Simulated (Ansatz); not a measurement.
## Ru under changes of volume

One of the cells (13.575 Å³/atom); the others are scaled copies at fixed shape and fractional positions:

```
Ru
1.0
     2.70580    0.00000    0.00000
    -1.35290    2.34329    0.00000
     0.00000    0.00000    4.28190
Ru
2
Direct
  0.66667 0.33333 0.75000
  0.33333 0.66667 0.25000
```

* Program: Ansatz 0.2.0
* Functional: PBE
* Potentials or basis: Ansatz PAW earlier set
* Cutoff: 840 eV
* Density cutoff: 5040 eV
* k mesh: 11 × 11 × 6
* Occupations: fermi-dirac, width 0.05 eV
* Spin: no spin polarisation

```tsv
volume (Å³/atom)	energy over the lowest point (meV/atom)	pressure (GPa)
12.760	82.10	28.4
13.032	41.73	19.5
13.303	?	?
13.575	2.13	4.5
13.846	0.00	-1.8
14.118	7.95	-7.4
14.389	24.89	-12.4
```

Task: What does the run at 13.303 Å³/atom give?

Result: Energy over the lowest point 15.58 meV/atom; pressure 11.6 GPa.

Worked out: A Birch-Murnaghan fit of order 3 (a polynomial in V^(-2/3)) to the other rows has its minimum at 13.76 Å³/atom with B0 = V·E''(V) = 312 GPa and B' = 4.7 at fixed shape and positions, which overstates the stiffness. It gives 15.64 meV/atom at 13.303 Å³/atom, against the run's 15.58, and -dE/dV = 11.6 GPa, against 11.6.

Energies are extrapolated to zero smearing.
